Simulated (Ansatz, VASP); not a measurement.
# Cross-check of KBr between VASP and Ansatz, part 2 of 2

One calculation is typed for both programs; each brings its own data sets and cutoff. How far apart do they land? The cell is taken from a series of VASP runs on this material, whose earlier steps may have relaxed, scaled or displaced it; both programs get it as it stands. Other levels of theory on this material are compared in a session of their own.

VASP 6.6.1 and Ansatz 0.2.0.

So far. Step 3 (VASP: band structure, r2SCAN): The run ends at a pressure of 0.11 GPa.

## Step 5: VASP: band structure, LDA, spin-orbit coupling

Level of this step: LDA, spin-orbit coupling; plane waves and PAW (Br, K_sv) (VASP).

Levels along a path test the potential and the projectors away from the mesh points.

Input file INCAR:

```
SYSTEM = KBr
PREC = Accurate
ENCUT = 350
EDIFF = 1E-06
NELM = 100
ISMEAR = 0
SIGMA = 0.03
LREAL = .FALSE.
ALGO = Normal
GGA = CA
LNONCOLLINEAR = .TRUE.
MAGMOM = 0 0 0 0 0 0
NBANDS = 28
GGA_COMPAT = .FALSE.
LASPH = .TRUE.
LSORBIT = .TRUE.
LORBIT = 11
LWAVE = .FALSE.
LCHARG = .FALSE.
KPAR = 4
```

Input file POSCAR:

```
KBr
1.0
    0.0000000000      3.2923500000      3.2923500000
    3.2923500000      0.0000000000      3.2923500000
    3.2923500000      3.2923500000      0.0000000000
Br K
1 1
Direct
    0.5000000000      0.5000000000      0.5000000000
    0.0000000000      0.0000000000      0.0000000000
```

Input file KPOINTS:

```
Automatic mesh
0
Gamma
6 6 6
0 0 0
```

Input file KPOINTS_OPT:

```
Line mode
10
Line-mode
Reciprocal
  0.00000000   0.00000000   0.00000000 GAMMA
  0.50000000   0.00000000   0.50000000 X

  0.50000000   0.00000000   0.50000000 X
  0.50000000   0.25000000   0.75000000 W

  0.50000000   0.25000000   0.75000000 W
  0.37500000   0.37500000   0.75000000 K

  0.37500000   0.37500000   0.75000000 K
  0.00000000   0.00000000   0.00000000 GAMMA

  0.00000000   0.00000000   0.00000000 GAMMA
  0.50000000   0.50000000   0.50000000 L

  0.50000000   0.50000000   0.50000000 L
  0.62500000   0.25000000   0.62500000 U

  0.62500000   0.25000000   0.62500000 U
  0.50000000   0.25000000   0.75000000 W

  0.50000000   0.25000000   0.75000000 W
  0.50000000   0.50000000   0.50000000 L

  0.50000000   0.50000000   0.50000000 L
  0.37500000   0.37500000   0.75000000 K

  0.62500000   0.25000000   0.62500000 U
  0.50000000   0.00000000   0.50000000 X
```

PAW data sets: Br and K_sv (LDA family, release 64).

Launch:

```sh
$ mpirun -np 4 vasp_ncl
```

Numbers of over 12 decimals in the logs are rounded to 6 here.

The log of the run:

```text
[banner, memory and clock lines left out]
running    4 mpi-ranks, on    1 nodes
[...]
LDA part: xc-table for (Slater(with rela. corr.)+CA(PZ))
 , standard interpolation
 POSCAR, INCAR and KPOINTS ok, starting setup
[...]
entering main loop
       N       E                     dE             d eps       ncg     rms          rms(c)
DAV:   1     0.914578542163E+02    0.91458E+02   -0.54201E+03   896   0.734E+02
DAV:   2     0.389962096671E+00   -0.91068E+02   -0.86246E+02  1092   0.237E+02
DAV:   3    -0.684533928391E+01   -0.72353E+01   -0.72002E+01  1452   0.568E+01
DAV:   4    -0.701891586288E+01   -0.17358E+00   -0.17302E+00  1304   0.836E+00
[...]
DAV:  10    -0.683353042692E+01   -0.12203E-04   -0.15796E-04  1232   0.791E-02    0.389E-02
DAV:  11    -0.683356898106E+01   -0.38554E-04   -0.23920E-05  1028   0.347E-02    0.143E-02
DAV:  12    -0.683356937286E+01   -0.39180E-06   -0.16261E-06  1160   0.843E-03
   1 F= -.68335694E+01 E0= -.68335694E+01  d E =-.388099E-13  mag=     0.0000     0.0000     0.0000
 Start KPOINTS_OPT (optional k-point list driver)
k-point batch [1-16\100]
       N       E                     dE             ncg
DAV:   1    -0.134420584488E+04   -0.55853E+04      904
DAV:   2    -0.273781812058E+04   -0.13936E+04     1068
DAV:   3    -0.285591619008E+04   -0.11810E+03     1472
DAV:   4    -0.285847231125E+04   -0.25561E+01     1208
DAV:   5    -0.285855492115E+04   -0.82610E-01     1344
DAV:   6    -0.285855655505E+04   -0.16339E-02     1248
DAV:   7    -0.285855660482E+04   -0.49772E-04     1360
DAV:   8    -0.285855660532E+04   -0.49589E-06      900
[...]
k-point batch [97-100\100]
       N       E                     dE             ncg
DAV:   1     0.435873019403E+04   -0.19150E+04      224
DAV:   2     0.402027159379E+04   -0.33846E+03      264
DAV:   3     0.399308653642E+04   -0.27185E+02      384
DAV:   4     0.399257050027E+04   -0.51604E+00      304
DAV:   5     0.399255543150E+04   -0.15069E-01      352
DAV:   6     0.399255476153E+04   -0.66997E-03      328
DAV:   7     0.399255475572E+04   -0.58091E-05      352
DAV:   8     0.399255475563E+04   -0.92265E-07      240
```

OUTCAR, selected parts (step 5):

```text
  Total       -0.6988843     -0.6988843     -0.6988843     -0.0000000      0.0000000      0.0000000
  in kB      -15.6880112    -15.6880112    -15.6880112     -0.0000000      0.0000000      0.0000000
  external PRESSURE =     -15.6880112 kB  Pullay stress =       0.0000000 kB

 POSITION                                       TOTAL-FORCE (eV/Angst)
 -----------------------------------------------------------------------------------
      3.29235      3.29235      3.29235         0.000000      0.000000      0.000000
      0.00000      0.00000      0.00000        -0.000000     -0.000000     -0.000000
 -----------------------------------------------------------------------------------
    total drift:                                0.000000      0.000000      0.000000

  FREE ENERGIE OF THE ION-ELECTRON SYSTEM (eV)
  ---------------------------------------------------
  free  energy   TOTEN  =        -6.8335693729 eV

  energy  without entropy=       -6.8335693729  energy(sigma->0) =       -6.83356937

 magnetization (x)
# of ion       s       p       d       tot
------------------------------------------
    1       -0.000   0.000  -0.000  -0.000
    2       -0.000   0.000  -0.000  -0.000
--------------------------------------------------
tot         -0.000   0.000  -0.000  -0.000

 magnetization (y)
# of ion       s       p       d       tot
------------------------------------------
    1        0.000   0.000   0.000   0.000
    2        0.000   0.000   0.000   0.000
--------------------------------------------------
tot          0.000   0.000   0.000   0.000

 magnetization (z)
# of ion       s       p       d       tot
------------------------------------------
    1        0.000   0.000   0.000   0.000
    2        0.000   0.000  -0.000   0.000
--------------------------------------------------
tot          0.000   0.000  -0.000   0.000

[... 1 part as in an earlier step ...]

[... 2 further parts left out ...]
[key lines of the parts left out:]
E-fermi :  -1.5801
```

The run ends at a pressure of -1.57 GPa.

## Step 6: Ansatz: band structure, LDA, spin-orbit coupling

The same cell, functional (in two slightly different forms), mesh and smearing now go to Ansatz, which takes its cutoff from its data sets.

The cell is taken from a series of VASP runs on this material, whose earlier steps may have relaxed, scaled or displaced it; both programs get it as it stands.

Input file input.yaml:

```yaml
crystal:
  lattice:
    - [0.0, 3.29235, 3.29235]
    - [3.29235, 0.0, 3.29235]
    - [3.29235, 3.29235, 0.0]
  atoms:
    - { symbol: Br, position: [0.5, 0.5, 0.5] }
    - { symbol: K, position: [0.0, 0.0, 0.0] }
hamiltonian:
  xc: lda
  pseudopotentials: { kind: paw_fr }
magnetization:
  noncollinear: true
  spin_orbit: true
kpoints:
  mp_grid: { grid: [6, 6, 6] }
  band_path:
    path:
      - [0.0, 0.0, 0.0]
      - [0.16667, 0.0, 0.16667]
      - [0.33333, 0.0, 0.33333]
      - [0.5, 0.0, 0.5]
      - [0.5, 0.08333, 0.58333]
      - [0.5, 0.19444, 0.69444]
      - [0.5, 0.25, 0.75]
      - [0.45833, 0.29167, 0.75]
      - [0.40278, 0.34722, 0.75]
      - [0.375, 0.375, 0.75]
      - [0.20833, 0.20833, 0.41667]
      - [0.08333, 0.08333, 0.16667]
      - [0.0, 0.0, 0.0]
      - [0.22222, 0.22222, 0.22222]
      - [0.38889, 0.38889, 0.38889]
      - [0.51389, 0.47222, 0.51389]
      - [0.55556, 0.38889, 0.55556]
      - [0.61111, 0.27778, 0.61111]
      - [0.61111, 0.25, 0.63889]
      - [0.56944, 0.25, 0.68056]
      - [0.51389, 0.25, 0.73611]
      - [0.5, 0.27778, 0.72222]
      - [0.5, 0.38889, 0.61111]
      - [0.5, 0.47222, 0.52778]
      - [0.48611, 0.48611, 0.52778]
      - [0.43056, 0.43056, 0.63889]
      - [0.38889, 0.38889, 0.72222]
      - [0.59722, 0.19444, 0.59722]
      - [0.55556, 0.11111, 0.55556]
      - [0.5, 0.0, 0.5]
    npoints: 1
scf:
  occupations: { method: gaussian, width: 0.03 }
  n_extra_bands: 14
output:
  forces: true
  stress: true
  eigenvalues: true
```

Launch:

```sh
$ ansatz run input.yaml --threads 2 --pin off --max-ram 4608MiB --backend cpu --events-out ev --progress --plain --runs-dir out
```

The log of the run:

```text
[...]
non-collinear run that drives no moment, with spin-orbit: no starting moment large enough to seed its density (crystal.atoms[].spin), no starting occupations that ask for one, no magnetisation constraint and no magnetic field, so the semilocal B_xc is pinned to zero
Crystal: 2 atoms, lattice volume = 71.375 Å³
Basis set: ecut = 420 eV, 1411 PW (Γ)
[...]
k-point 0: bands = [... 12 lower, 1.0001, 1.0001, 1.0001, 1.0001, 4.8830, 4.8830, 8.1900, 8.1900, ... 10 higher]
  k-point 1: bands = [... 12 lower, 0.7310, 0.7310, 0.9004, 0.9004, 5.5691, 5.5691, 8.0314, 8.0314, ... 10 higher]
  k-point 2: bands = [... 12 lower, 0.4584, 0.4584, 0.7151, 0.7151, 6.6973, 6.6973, 8.2727, 8.2727, ... 10 higher]
  k-point 15: bands = [... 12 lower, 0.3364, 0.3364, 0.4885, 0.4885, 7.1375, 7.1375, 8.4656, 8.4656, ... 10 higher]
[key lines of the parts left out:]
SCF converged after 7 iterations
Magnetization: |M| = 0.0000 μB,  M = (+0.0000, +0.0000, +0.0000) μB
Free energy (F): -4193.969954 eV
Fermi energy:    2.941595 eV
P = ⅓ Tr σ = -1.5584 GPa (-15.584 kbar)
```

Run time: 12 s. Hardware: 2 threads of Arm Neoverse N1, shared host; peak memory 0.41 GiB.

## Step 7: Differences

What differs besides the data sets and the points named for the pairs above, as far as they apply: spin-orbit coupling enters by fully relativistic files in Ansatz and inside the spheres in VASP; the two LDA forms differ slightly; the cutoff is 420 eV in Ansatz and 350 eV in VASP; VASP's log shows a relativistic correction to its local exchange, Ansatz's none. Total energies have different zeros and are not compared.

The two programs side by side:

```tsv
quantity	Ansatz	VASP	difference
pressure (GPa)	-1.56	-1.57	+0.01
gap over the path points (eV)	3.883	3.893	-0.010
```

Levels at points of the path, from each program's valence-band top (eV; 6 filled, then empty):

```tsv
k (reciprocal lattice)	Ansatz	VASP
0.000 0.000 0.000	-0.51 -0.51 0.00 0.00 0.00 0.00 3.88 3.88 7.19 7.19 7.19 7.19	-0.50 -0.50 0.00 0.00 0.00 0.00 3.89 3.89 7.18 7.18 7.18 7.18
0.167 0.000 0.167	-0.80 -0.80 -0.30 -0.30 -0.10 -0.10 4.71 4.71 6.54 6.54 7.87 7.87	-0.79 -0.79 -0.30 -0.30 -0.10 -0.10 4.72 4.72 6.53 6.53 7.87 7.87
0.333 0.000 0.333	-1.12 -1.12 -0.50 -0.50 -0.25 -0.25 5.70 5.70 6.06 6.06 8.75 8.75	-1.12 -1.12 -0.50 -0.50 -0.25 -0.25 5.70 5.70 6.07 6.07 8.75 8.75
0.500 0.000 0.500	-1.11 -1.11 -0.55 -0.55 -0.31 -0.31 5.39 5.39 6.72 6.72 9.01 9.01	-1.11 -1.11 -0.55 -0.55 -0.31 -0.31 5.38 5.38 6.72 6.72 9.02 9.02
0.500 0.083 0.583	-1.10 -1.10 -0.59 -0.59 -0.38 -0.38 5.59 5.59 6.95 6.95 8.65 8.65	-1.09 -1.09 -0.59 -0.59 -0.38 -0.38 5.58 5.58 6.95 6.95 8.65 8.65
0.500 0.194 0.694	-1.07 -1.07 -0.67 -0.67 -0.56 -0.56 6.38 6.38 7.54 7.54 7.64 7.64	-1.06 -1.06 -0.67 -0.67 -0.56 -0.56 6.38 6.38 7.54 7.54 7.64 7.64
0.500 0.250 0.750	-1.06 -1.06 -0.66 -0.66 -0.61 -0.61 6.91 6.91 6.96 6.96 7.82 7.82	-1.06 -1.06 -0.66 -0.66 -0.61 -0.61 6.91 6.91 6.96 6.96 7.82 7.82
0.458 0.292 0.750	-1.07 -1.07 -0.70 -0.70 -0.55 -0.55 6.52 6.52 7.39 7.39 7.77 7.77	-1.07 -1.07 -0.70 -0.70 -0.55 -0.55 6.52 6.52 7.39 7.39 7.78 7.78
0.403 0.347 0.750	-1.09 -1.09 -0.74 -0.74 -0.46 -0.46 6.18 6.18 7.70 7.70 7.92 7.92	-1.09 -1.09 -0.74 -0.74 -0.46 -0.46 6.17 6.17 7.71 7.71 7.92 7.92
0.375 0.375 0.750	-1.09 -1.09 -0.74 -0.74 -0.45 -0.45 6.13 6.13 7.70 7.70 8.01 8.01	-1.09 -1.09 -0.75 -0.75 -0.45 -0.45 6.12 6.12 7.70 7.70 8.02 8.02
```

Among the levels compared at these points, filled levels agree within 10 meV and empty ones within 14 meV. Ansatz's pressure holds a Pulay correction of 0.01 GPa; VASP's holds none.

## Step 8: VASP: band structure, r2SCAN, spin-orbit coupling

Levels along a path test the potential and the projectors away from the mesh points.

Edit INCAR of step 5 so:

```diff
@@ -9,3 +9,4 @@
 ALGO = Normal
-GGA = CA
+METAGGA = R2SCAN
+LASPH = .TRUE.
 LNONCOLLINEAR = .TRUE.
@@ -14,3 +15,2 @@
 GGA_COMPAT = .FALSE.
-LASPH = .TRUE.
 LSORBIT = .TRUE.
```

POSCAR is that of step 5.

KPOINTS is that of step 5.

KPOINTS_OPT is that of step 5.

The projector-augmented-wave data sets are Br and K_sv (PBE family, release 64).

Launch:

```sh
$ mpirun -np 4 vasp_ncl
```

The log of the run:

```text
[banner, memory and clock lines left out]
running    4 mpi-ranks, on    1 nodes
[...]
[... a notice as in an earlier step ...]

 LDA part: xc-table for (None), standard interpolation
 POSCAR, INCAR and KPOINTS ok, starting setup
[...]
entering main loop
       N       E                     dE             d eps       ncg     rms          rms(c)
DAV:   1     0.705064149564E+02    0.70506E+02   -0.55642E+03   896   0.750E+02
DAV:   2    -0.197374486856E+02   -0.90244E+02   -0.85525E+02  1108   0.230E+02
DAV:   3    -0.268528393659E+02   -0.71154E+01   -0.70785E+01  1476   0.556E+01
DAV:   4    -0.270393961922E+02   -0.18656E+00   -0.18576E+00  1296   0.796E+00
[...]
DAV:  11    -0.232717415408E+02   -0.15243E-03   -0.11329E-04  1236   0.780E-02    0.203E-02
DAV:  12    -0.232717584560E+02   -0.16915E-04   -0.17909E-05   980   0.384E-02    0.730E-03
DAV:  13    -0.232717586138E+02   -0.15787E-06   -0.16566E-06  1244   0.697E-03
   1 F= -.23271759E+02 E0= -.23271759E+02  d E =-.592378E-15  mag=     0.0000     0.0000    -0.0000
 Start KPOINTS_OPT (optional k-point list driver)
k-point batch [1-16\100]
       N       E                     dE             ncg
DAV:   1    -0.148543620042E+04   -0.57265E+04      904
DAV:   2    -0.290579947795E+04   -0.14204E+04     1092
DAV:   3    -0.301911697522E+04   -0.11332E+03     1480
DAV:   4    -0.302129433774E+04   -0.21774E+01     1240
DAV:   5    -0.302134989652E+04   -0.55559E-01     1348
DAV:   6    -0.302135052301E+04   -0.62648E-03     1256
DAV:   7    -0.302135054615E+04   -0.23144E-04     1348
DAV:   8    -0.302135054631E+04   -0.15502E-06      896
[...]
k-point batch [97-100\100]
       N       E                     dE             ncg
DAV:   1     0.432444797376E+04   -0.19492E+04      224
DAV:   2     0.397866484013E+04   -0.34578E+03      272
DAV:   3     0.395236312754E+04   -0.26302E+02      384
DAV:   4     0.395191775403E+04   -0.44537E+00      320
DAV:   5     0.395191049046E+04   -0.72636E-02      336
DAV:   6     0.395191041257E+04   -0.77889E-04      336
DAV:   7     0.395191041061E+04   -0.19617E-05      336
DAV:   8     0.395191041059E+04   -0.10779E-07      240
```

OUTCAR, selected parts (step 8):

```text
  Total        0.0520871      0.0520871      0.0520871      0.0000000      0.0000000     -0.0000000
  in kB        1.1692117      1.1692117      1.1692117      0.0000000      0.0000000     -0.0000000
  external PRESSURE =       1.1692117 kB  Pullay stress =       0.0000000 kB

 POSITION                                       TOTAL-FORCE (eV/Angst)
 -----------------------------------------------------------------------------------
      3.29235      3.29235      3.29235         0.000000      0.000000     -0.000000
      0.00000      0.00000      0.00000        -0.000000     -0.000000      0.000000
 -----------------------------------------------------------------------------------
    total drift:                                0.000000      0.000000      0.000000

  FREE ENERGIE OF THE ION-ELECTRON SYSTEM (eV)
  ---------------------------------------------------
  free  energy   TOTEN  =       -23.2717586138 eV

  energy  without entropy=      -23.2717586138  energy(sigma->0) =      -23.27175861

 magnetization (x)
# of ion       s       p       d       tot
------------------------------------------
    1        0.000  -0.000  -0.000  -0.000
    2        0.000   0.000  -0.000  -0.000
--------------------------------------------------
tot          0.000  -0.000  -0.000  -0.000

 magnetization (y)
# of ion       s       p       d       tot
------------------------------------------
    1       -0.000  -0.000   0.000  -0.000
    2        0.000   0.000   0.000   0.000
--------------------------------------------------
tot          0.000  -0.000   0.000   0.000

 magnetization (z)
# of ion       s       p       d       tot
------------------------------------------
    1       -0.000   0.000  -0.000  -0.000
    2        0.000  -0.000  -0.000  -0.000
--------------------------------------------------
tot         -0.000  -0.000  -0.000  -0.000

[... 2 parts as in an earlier step ...]

[... 1 further part left out ...]
[key lines of the parts left out:]
E-fermi :  -1.8070
```

The run ends at a pressure of 0.12 GPa.

## Step 9: Ansatz: band structure, r2SCAN, spin-orbit coupling

The same cell, functional, mesh and smearing now go to Ansatz, which takes its cutoff from its data sets.

The cell is taken from a series of VASP runs on this material, whose earlier steps may have relaxed, scaled or displaced it; both programs get it as it stands.

Edit input.yaml of step 6 so:

```diff
@@ -9,3 +9,3 @@
 hamiltonian:
-  xc: lda
+  xc: r2scan
   pseudopotentials: { kind: paw_fr }
```

Launch:

```sh
$ ansatz run input.yaml --threads 2 --pin off --max-ram 4608MiB --backend cpu --events-out ev --progress --plain --runs-dir out
```

The log of the run:

```text
[...]
Crystal: 2 atoms, lattice volume = 71.375 Å³
Basis set: ecut = 500 eV, 1837 PW (Γ), exchange–correlation on 144×144×144 points (64 copies of the dense FFT grid, shifted against one another)
Bands: 30, of which v1, the nominal top of the filled ones, is band 16 counted from 1 (15 counted from 0)
[...]
k-point 0: bands = [... 12 lower, 0.8703, 0.8703, 0.8703, 0.8703, 5.8092, 5.8092, 8.9450, 8.9450, ... 10 higher]
  k-point 1: bands = [... 12 lower, 0.6267, 0.6267, 0.7779, 0.7779, 6.4646, 6.4646, 8.7664, 8.7664, ... 10 higher]
  k-point 2: bands = [... 12 lower, 0.3624, 0.3624, 0.6042, 0.6042, 7.5266, 7.5266, 9.0477, 9.0477, ... 10 higher]
  k-point 15: bands = [... 12 lower, 0.2409, 0.2409, 0.3873, 0.3873, 7.8229, 7.8229, 9.5018, 9.5018, ... 10 higher]
[key lines of the parts left out:]
SCF converged after 7 iterations
Magnetization: |M| = 0.0000 μB,  M = (+0.0000, +0.0000, +0.0000) μB
Free energy (F): -4335.378078 eV
Fermi energy:    3.339819 eV
P = ⅓ Tr σ = 0.1841 GPa (1.841 kbar)
```

Elapsed: 25 s, on 2 threads; peak memory 0.65 GiB.

## Step 10: Differences

Both answers:

```tsv
quantity	Ansatz	VASP	difference
pressure (GPa)	0.18	0.12	+0.07
gap over the path points (eV)	4.939	4.939	0.000
```

Levels at points of the path, from each program's valence-band top (eV; 6 filled, then empty):

```tsv
k (reciprocal lattice)	Ansatz	VASP
0.000 0.000 0.000	-0.49 -0.49 0.00 0.00 0.00 0.00 4.94 4.94 8.07 8.07 8.07 8.07	-0.49 -0.49 0.00 0.00 0.00 0.00 4.94 4.94 8.07 8.07 8.07 8.07
0.167 0.000 0.167	-0.75 -0.75 -0.28 -0.28 -0.09 -0.09 5.75 5.75 7.38 7.38 8.78 8.78	-0.74 -0.74 -0.27 -0.27 -0.09 -0.09 5.75 5.75 7.38 7.38 8.79 8.79
0.333 0.000 0.333	-1.06 -1.06 -0.47 -0.47 -0.24 -0.24 6.51 6.51 7.14 7.14 9.75 9.75	-1.06 -1.06 -0.47 -0.47 -0.24 -0.24 6.51 6.51 7.14 7.14 9.76 9.76
0.500 0.000 0.500	-1.07 -1.07 -0.53 -0.53 -0.30 -0.30 6.19 6.19 7.89 7.89 10.01 10.01	-1.07 -1.07 -0.53 -0.53 -0.30 -0.30 6.19 6.19 7.90 7.90 10.02 10.02
0.500 0.083 0.583	-1.06 -1.06 -0.57 -0.57 -0.36 -0.36 6.39 6.39 8.12 8.12 9.60 9.60	-1.06 -1.06 -0.57 -0.57 -0.36 -0.36 6.39 6.39 8.12 8.12 9.61 9.61
0.500 0.194 0.694	-1.02 -1.02 -0.64 -0.64 -0.53 -0.53 7.21 7.21 8.41 8.41 8.81 8.81	-1.02 -1.02 -0.64 -0.64 -0.53 -0.53 7.21 7.21 8.42 8.42 8.81 8.81
0.500 0.250 0.750	-1.02 -1.02 -0.62 -0.62 -0.58 -0.58 7.76 7.76 7.80 7.80 8.99 8.99	-1.02 -1.02 -0.63 -0.63 -0.57 -0.57 7.76 7.76 7.80 7.80 9.00 9.00
0.458 0.292 0.750	-1.03 -1.03 -0.66 -0.66 -0.52 -0.52 7.36 7.36 8.26 8.26 8.94 8.94	-1.03 -1.03 -0.66 -0.66 -0.52 -0.52 7.36 7.36 8.26 8.26 8.95 8.95
0.403 0.347 0.750	-1.05 -1.05 -0.70 -0.70 -0.44 -0.44 7.00 7.00 8.80 8.80 8.89 8.89	-1.05 -1.05 -0.70 -0.70 -0.44 -0.44 7.00 7.00 8.81 8.81 8.90 8.90
0.375 0.375 0.750	-1.05 -1.05 -0.70 -0.70 -0.42 -0.42 6.95 6.95 8.86 8.86 8.93 8.93	-1.05 -1.05 -0.70 -0.70 -0.42 -0.42 6.95 6.95 8.86 8.86 8.93 8.93
```

Among the levels compared at these points, filled levels agree within 2 meV and empty ones within 19 meV. Ansatz's pressure holds a Pulay correction of 0.02 GPa; VASP's holds none.

## Step 11: Results

| Property | Result |
| --- | --- |
| difference in gap over the path points (band structure, r2SCAN) | -0.0019 eV |
| difference in gap over the path points (band structure, LDA, spin-orbit coupling) | -0.010 eV |
| difference in gap over the path points (band structure, r2SCAN, spin-orbit coupling) | -1.0e-4 eV |

What this shows: The difference in gap over the path points is -0.010 eV (band structure, LDA, spin-orbit coupling), within the 0.08 eV picked in this series as the mark of a large difference. 3 further runs of this series are not shown here. Such differences can come from data sets, numerical settings and the points named under the comparisons, not from the functional's error against experiment.

[Lines on the potential files, build, host, timing and source positions are cut from VASP's logs without a mark.]

[Logs are printed without paths, hosts, clocks, repeated set-up lines and the standing remarks that a program may print on its own settings, such as how far it seeks lower states.]

[Hosts, paths, dates, database ids (printed as entryN), source tags and the programs' standing remarks are cut or masked in the printed files.]
